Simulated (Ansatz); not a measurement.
# Ti2C: straining the crystal, a stretch of c alone

An exercise on one series of results from a longer session: the logs are not shown, and one member is left open.

Method: DFT r2SCAN, scalar-relativistic, plane waves, PAW, in Ansatz 0.2.0.

2 further runs of the same task are left out: 2 set aside as unsound or not needed.

**Starting point**

It takes space group R-3m (No. 166, trigonal). The conventional cell has a = 3.078 Å, b = 3.078 Å, c = 14.463 Å, α = 90.00°, β = 90.00°, γ = 120.00°. Around Ti (site symmetry 3m) lie 3 C at 2.11 Å. C (site symmetry -3m) is surrounded by 6 Ti at 2.11 Å.

As a file:

```
Ti C
1.0
     3.07796    0.00000    0.00000
    -1.53898    2.66559    0.00000
     0.00000    0.00000   14.46257
Ti C
6 3
Direct
  0.33333 0.66667 0.91188
  0.00000 0.00000 0.75479
  0.00000 0.00000 0.24521
  0.66667 0.33333 0.08812
  0.66667 0.33333 0.57855
  0.33333 0.66667 0.42145
  0.66667 0.33333 0.83333
  0.33333 0.66667 0.16667
  0.00000 0.00000 0.50000
```

It goes back to an entry of the Materials Project, which need not be the stable form.

Set-up of the first run:

Input file input.yaml:

```yaml
crystal:
  lattice:
    - [3.0779597717, 0.0, 0.0]
    - [-1.5389798859, 2.6655913541, 0.0]
    - [0.0, 0.0, 14.4625693677]
  atoms:
    - { symbol: Ti, position: [0.3333333333, 0.6666666667, 0.911880191] }
    - { symbol: Ti, position: [0.0, 0.0, 0.7547864757] }
    - { symbol: Ti, position: [0.0, 0.0, 0.2452135243] }
    - { symbol: Ti, position: [0.6666666667, 0.3333333333, 0.088119809] }
    - { symbol: Ti, position: [0.6666666667, 0.3333333333, 0.5785468576] }
    - { symbol: Ti, position: [0.3333333333, 0.6666666667, 0.4214531424] }
    - { symbol: C, position: [0.6666666667, 0.3333333333, 0.8333333333] }
    - { symbol: C, position: [0.3333333333, 0.6666666667, 0.1666666667] }
    - { symbol: C, position: [0.0, 0.0, 0.5] }
basis:
  ecutwfc: 500
kpoints:
  mp_grid: { grid: [12, 12, 4] }
hamiltonian:
  xc: r2scan
scf:
  occupations: { method: gaussian, width: 0.1 }
output:
  forces: true
  stress: true
  eigenvalues: true
```

Run with:

```
$ ansatz run input.yaml --threads 1 --pin off --max-ram 2560MiB --backend cpu --events-out ev --progress --plain --runs-dir out
```

Among the steps run: The unstrained reference; At -1.0 %; At +1.0 %; Strain -2.0 %; At +2.0 %; At -3.0 %.

One table of the session follows, with a row left open; its other results are not shown here.

Lengths are those of the vectors of the cell that was run; stresses in GPa:

```
strain (%)  ΔE (meV/atom)   c (Å)
      -3.0            9.1  14.029
      -2.0            3.9  14.173
      -1.0              ?       ?
      +0.0            0.0  14.463
      +1.0            1.0  14.607
      +2.0            3.8  14.752
```

Q: Estimate the row for strain (%) = -1.0 from the others.

Worked estimate for «ΔE (meV/atom)». A straight line through the neighbours (-2.0, 3.9) and (0.0, 0.0) gives 3.9 + (0.0 − 3.9) × (-1.0 + 2.0) / (0.0 + 2.0) = 1.9; a parabola fitted to 4 rows on both sides gives 0.9.

As computed: ΔE (meV/atom): 0.9; c (Å): 14.318. In «ΔE (meV/atom)» the line misses by +1.0 and the parabola by 0.0.

ΔE is over the unstrained cell. Stress in GPa, positive in compression, on the Cartesian axes of the input. 

Caveats from the session: Warnings in the runs' records: stress scf threshold loose.
